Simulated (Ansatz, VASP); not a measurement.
**One calculation of Al3GaN4, two programs**

```
CELL_PARAMETERS angstrom
4.41562 0.00000 0.00000
0.00000 4.41562 0.00000
0.00000 0.00000 4.41562
ATOMIC_POSITIONS crystal
Al 0.50000 0.50000 0.00000
Al 0.50000 0.00000 0.50000
Al 0.00000 0.50000 0.50000
Ga 0.00000 0.00000 0.00000
N 0.74447 0.74447 0.25553
N 0.74447 0.25553 0.74447
N 0.25553 0.74447 0.74447
N 0.25553 0.25553 0.25553
```

Alike in both runs: task single point; functional r2SCAN; k mesh 6 × 6 × 6; occupations gaussian, width 0.02 eV; no spin polarisation.

|  | VASP | Ansatz |
| --- | --- | --- |
| version | VASP 6.6.1 | Ansatz 0.2.0 |
| potentials or method | VASP PAW PBE potentials, release 64 (Al, Ga_d, N) | scalar-relativistic, plane waves, PAW |
| plane-wave cutoff (eV) | 520 | 500 |
| valence electrons in the cell | 42 | 42 |

```tsv
	VASP	Ansatz	Ansatz less VASP
gap on the k mesh at the Fermi level (eV)	3.99	4.00	+0.005
least direct gap on the mesh (eV)	3.99	4.00	+0.005
pressure (GPa)	-2.0	-2.0	+0.03
rms of the force components (eV/Å)	0.031	0.001	-0.0303
```

Atom by atom the forces differ by 0.030 eV/Å (rms over components).

Caveats: the PAW data sets were made with another functional, which shifts forces and pressure a little (VASP). r2SCAN opens gaps a little over a GGA but as a rule still falls short of measured ones. A k mesh can miss the band edges.
